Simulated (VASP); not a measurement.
# CdTe in VASP: notebook, part 2 of 3

VASP 6.6.1. The steps go on from the part before.

## Step 3: Relaxation of the atoms, PBE+D4

Input file INCAR:

```
SYSTEM = CdTe
PREC     = Accurate       ! precision mode
ENCUT    = 520            ! plane-wave cutoff, eV
EDIFF    = 1E-6           ! SCF threshold, eV
ISMEAR   = 0              ! smearing method
SIGMA    = 0.05           ! smearing width, eV
LREAL    = .FALSE.        ! projectors in reciprocal space
LASPH    = .TRUE.         ! aspherical terms in the spheres
NELM     = 80             ! most SCF steps
ALGO     = Normal         ! electronic algorithm
ISIF     = 2              ! what is computed and relaxed
LWAVE    = .FALSE.        ! write WAVECAR
LCHARG   = .FALSE.        ! write CHGCAR
LDIPOL   = .TRUE.       
IDIPOL   = 3            
DIPOL    = 0.5 0.5 0.285
GGA      = PE             ! functional
IVDW     = 13             ! dispersion correction
IBRION   = 2              ! ionic algorithm
NSW      = 60             ! ionic steps
EDIFFG   = -0.005         ! ionic threshold
```

Input file KPOINTS:

```
regular mesh
0
G
  9 9 1
  0 0 0
```

Input file POSCAR:

```
CdTe
1.0
    3.0380000000      0.0000000000      0.0000000000
    0.0000000000      3.0380000000      0.0000000000
    0.0000000000      0.0000000000     31.5700000000
Cd Te
1 1
Selective dynamics
Direct
    0.0000000000      0.0000000000      0.2383800000  F F F
    0.5000000000      0.5000000000      0.3317800000  T T T
```

Potentials or basis: VASP PAW PBE potentials, release 64 (Cd, Te).

Run with:

```console
> cat potpaw_PBE.64/Cd/POTCAR potpaw_PBE.64/Te/POTCAR > POTCAR
> mpirun -np 1 vasp_std > vasp.out
```

OUTCAR:

```text
SYSTEM = CdTe
   PREC = Accurate
   ENCUT = 520
   EDIFF = 1E-6
   ISMEAR = 0
   LREAL = .FALSE.
   LASPH = .TRUE.
   NELM = 80
   ISIF = 2
   GGA = PE
   IVDW = 13
   IBRION = 2
   NSW = 60
   EDIFFG = -0.005

 ion  position               nearest neighbor table
   1  0.000  0.000  0.238-   2 3.65   2 3.65   2 3.65   2 3.65
   2  0.500  0.500  0.332-   1 3.65   1 3.65   1 3.65   1 3.65

  LATTYP: Found a simple tetragonal cell.
 ALAT       =     3.0380000000
 C/A-ratio  =    10.3917050691

  Lattice vectors:

 A1 = (   3.0380000000,   0.0000000000,   0.0000000000)
 A2 = (   0.0000000000,   3.0380000000,   0.0000000000)
 A3 = (   0.0000000000,   0.0000000000,  31.5700000000)

Analysis of symmetry for initial positions (statically):
=====================================================================
 Subroutine PRICEL returns:
 Original cell was already a primitive cell.

 Routine SETGRP: Setting up the symmetry group for a
 simple tetragonal supercell.

 Subroutine GETGRP returns: Found  8 space group operations
 (whereof  8 operations were pure point group operations)
 out of a pool of 16 trial point group operations.

The static configuration has the point symmetry C_4v.

Analysis of symmetry for dynamics (positions and initial velocities):
=====================================================================
 Subroutine PRICEL returns:
 Original cell was already a primitive cell.

 Routine SETGRP: Setting up the symmetry group for a
 simple tetragonal supercell.

 Subroutine GETGRP returns: Found  8 space group operations
 (whereof  8 operations were pure point group operations)
 out of a pool of 16 trial point group operations.

The dynamic configuration has the point symmetry C_4v.

Analysis of constrained symmetry for selective dynamics:
=====================================================================
 Subroutine PRICEL returns:
 Original cell was already a primitive cell.

 Routine SETGRP: Setting up the symmetry group for a
 simple tetragonal supercell.

 Subroutine GETGRP returns: Found  8 space group operations
 (whereof  8 operations were pure point group operations)
 out of a pool of 16 trial point group operations.

The constrained configuration has the point symmetry C_4v.

 Subroutine INISYM returns: Found  8 space group operations
 (whereof  8 operations are pure point group operations),
 and found     1 'primitive' translations

----------------------------------------------------------------------------------------

                                     Primitive cell

  volume of cell :     291.3735

  direct lattice vectors                    reciprocal lattice vectors
     3.038000000  0.000000000  0.000000000     0.329163924  0.000000000  0.000000000
     0.000000000  3.038000000  0.000000000     0.000000000  0.329163924  0.000000000
     0.000000000  0.000000000 31.570000000     0.000000000  0.000000000  0.031675641

  length of vectors
     3.038000000  3.038000000 31.570000000     0.329163924  0.329163924  0.031675641

  position of ions in fractional coordinates (direct lattice)
     0.000000000  0.000000000  0.238380000
[... 52 lines left out ...]
   total plane-waves  NPLWV = 138240
   dimension x,y,z NGX =    24 NGY =   24 NGZ =  240
   dimension x,y,z NGXF=    48 NGYF=   48 NGZF=  480
   ions per type =               1   1
   NGX,Y,Z   is equivalent  to a cutoff of  13.13, 13.13, 12.64 a.u.
   NGXF,Y,Z  is equivalent  to a cutoff of  26.27, 26.27, 25.28 a.u.
 SYSTEM =  CdTe
   PREC   = accura    normal or accurate (medium, high low for compatibility)
   ISTART =      0    job   : 0-new  1-cont  2-samecut
   ICHARG =      2    charge: 1-file 2-atom 10-const
   ISPIN  =      1    spin polarized calculation?
   LNONCOLLINEAR =      F non collinear calculations
   LSORBIT =      F    spin-orbit coupling
   LASPH  =      T    aspherical Exc in radial PAW
   ENCUT  =  520.0 eV  38.22 Ry    6.18 a.u.   5.65  5.65 58.70*2*pi/ulx,y,z
   NELM   =     80;   NELMIN=  2; NELMDL= -5     # of ELM steps
   EDIFF  = 0.1E-05   stopping-criterion for ELM
   LREAL  =      F    real-space projection
   EDIFFG = -.5E-02   stopping-criterion for IOM
   NSW    =     60    number of steps for IOM
   IBRION =      2    ionic relax: 0-MD 1-quasi-New 2-CG
   NFREE  =      1    steps in history (QN), initial steepest desc. (CG)
   ISIF   =      2    stress and relaxation
   ISYM   =      2    0-nonsym 1-usesym 2-fastsym
   POTIM  = 0.5000    time-step for ionic-motion
   TEBEG  =    0.0;   TEEND  =   0.0 temperature during run
   PSTRESS=    0.0 pullay stress
   NELECT =      18.0000    total number of electrons
   NUPDOWN=      -1.0000    fix difference up-down
   EMIN   =  10.00;   EMAX   =-10.00  energy-range for DOS
   EFERMI =   0.00;   METHOD = LEGACY
   ISMEAR =     0;   SIGMA  =   0.05  broadening in eV -4-tet -1-fermi 0-gaus
   EFERMI_NEDOS =   21; number of points for ismear=-14 and -15
   IALGO  =     38    algorithm
   IMIX   =      4    mixing-type and parameters
     AMIX     =   0.40;   BMIX     =  1.00
     AMIX_MAG =   1.60;   BMIX_MAG =  1.00
  volume/ion in A,a.u.               =     145.69       983.14
  Fermi-wavevector in a.u.,A,eV,Ry     =   0.647166  1.222966  5.698442  0.418824
  Thomas-Fermi vector in A             =   1.715385
   LORBIT       =      0    0 simple, 1 ext, 2 COOP (PROOUT), +10 PAW based schemes
   GGA     = PE    functional components
   LHFCALC =     F    Hartree Fock is set to
   AEXX    =    0.0000 exact exchange contribution
   IVDW    =    13    specifies the selected vdW correction
   LEPSILON=     F    determine dielectric tensor
   LRPA    =     F    only Hartree local field effects (RPA)
 conjugate gradient relaxation of ions
 non-spin polarized calculation
 Gauss-broadening in eV      SIGMA  =   0.05
  energy-cutoff  :      520.00
  volume of cell :      291.37
 maximum number of plane-waves:      7888
 NGX is ok and might be reduce to    24
   NGX = 11   NGY = 11   NGZ =117

 dipolmoment           0.000000      0.000000     -0.000009 electrons x Angstroem

--------------------------------------- Ionic step        1  -------------------------------------------

 number of electron      17.9999992 magnetization

 Free energy of the ion-electron system (eV)
  ---------------------------------------------------
  ext. energy  EPLUGINS =         0.00000000
  ---------------------------------------------------
  free energy    TOTEN  =        -3.57859052 eV

  energy without entropy =       -3.57748019  energy(sigma->0) =       -3.57803536

------------------------ aborting loop because EDIFF is reached ----------------------------------------

  DFT-D4 for vdW energy calculation

  Edisp (eV):   -0.60312
[... 111 lines left out ...]
--------------------------------------- Ionic step        4  -------------------------------------------

 number of electron      17.9999992 magnetization

 dipolmoment           0.000000      0.000000      0.038725 electrons x Angstroem

 Free energy of the ion-electron system (eV)
  ---------------------------------------------------
  ext. energy  EPLUGINS =         0.00000000
  ---------------------------------------------------
  free energy    TOTEN  =        -3.57906930 eV

  energy without entropy =       -3.57795798  energy(sigma->0) =       -3.57851364

 E-fermi :  -2.7254     XC(G=0):  -2.3121

 val. band max:       -2.8629033443   @ k =   0.3333   0.2222   0.0000
 cond. band min:      -2.7015279385   @ k =   0.3333   0.3333   0.0000
 fundamental gap:      0.1613754058
 Fermi energy:        -2.7253636090

 k-point     1 :       0.0000    0.0000    0.0000
  band No.  band energies     occupation
      1     -15.8762      2.00000
      2     -11.7392      2.00000
      3     -11.4113      2.00000
      4     -10.7563      2.00000
      5     -10.7563      2.00000
      6     -10.5723      2.00000
      7      -8.4364      2.00000
      8      -5.6298      2.00000
      9      -1.1351      0.00000
     10       0.1747      0.00000
     11       0.1747      0.00000
     12       1.2221      0.00000
     13       1.5573      0.00000
[... 212 lines left out ...]
      2     -11.2751      2.00000
      3     -11.1538      2.00000
      4     -11.0808      2.00000
      5     -10.7492      2.00000
      6     -10.3059      2.00000
      7      -6.4393      2.00000
      8      -6.3358      2.00000
      9      -2.5226      0.00000
     10      -1.1689      0.00000
     11       0.0910      0.00000
     12       0.2102      0.00000
     13       2.1730      0.00000

------------------------ aborting loop because EDIFF is reached ----------------------------------------

 vacuum level on the upper side and lower side of the slab       (xc-potential included)         0.359        -0.406

  DFT-D4 for vdW energy calculation

  Edisp (eV):   -0.60269

  FORCE on cell =-STRESS in cart. coord.  units (eV):
  Direction    XX          YY          ZZ          XY          YZ          ZX
  --------------------------------------------------------------------------------------
  -------------------------------------------------------------------------------------
  Total       0.04177     0.04177     0.01853     0.00000     0.00000     0.00000
  in kB       0.22966     0.22966     0.10190     0.00000     0.00000     0.00000
  external pressure =        0.19 kB  Pullay stress =        0.00 kB
[... 17 lines left out ...]
  FREE ENERGIE OF THE ION-ELECTRON SYSTEM (eV)
  ---------------------------------------------------
  free  energy   TOTEN  =        -4.1817575981 eV

  energy  without entropy=       -4.1806462812  energy(sigma->0) =       -4.18120194

 reached required accuracy - stopping structural energy minimisation

 vacuum level on the upper side and lower side of the slab         2.099         1.314
```

Wall time 1.7 min (1 thread of AMD EPYC 7R13 (Zen 3), shared host); peak memory 0.39 GiB.

Results:

```
Free energy                : -4.1818 eV
Energy gained by relaxing  : 0.0 meV/atom
Ionic steps                : 4
Band gap on the k mesh     : none (metal or under the smearing width)
Dispersion energy per atom : -0.301 eV
```

Final structure:
```
CELL_PARAMETERS angstrom
3.03800 0.00000 0.00000
0.00000 3.03800 0.00000
0.00000 0.00000 31.57000
ATOMIC_POSITIONS crystal
Cd 0.00000 0.00000 0.23838
Te 0.50000 0.50000 0.33194
```

Levels at points of the mesh, in eV from the Fermi level:
```csv
k point,band 5,band 6,band 7,band 8,band 9,band 10,band 11,band 12,band 13
"(0.00, 0.00, 0.00)",-8.03,-7.85,-5.71,-2.90,1.59,2.90,2.90,3.95,4.28
```

Spin-orbit coupling is left out, which matters for the levels of Te.

(Continued in part 3 of 3.)
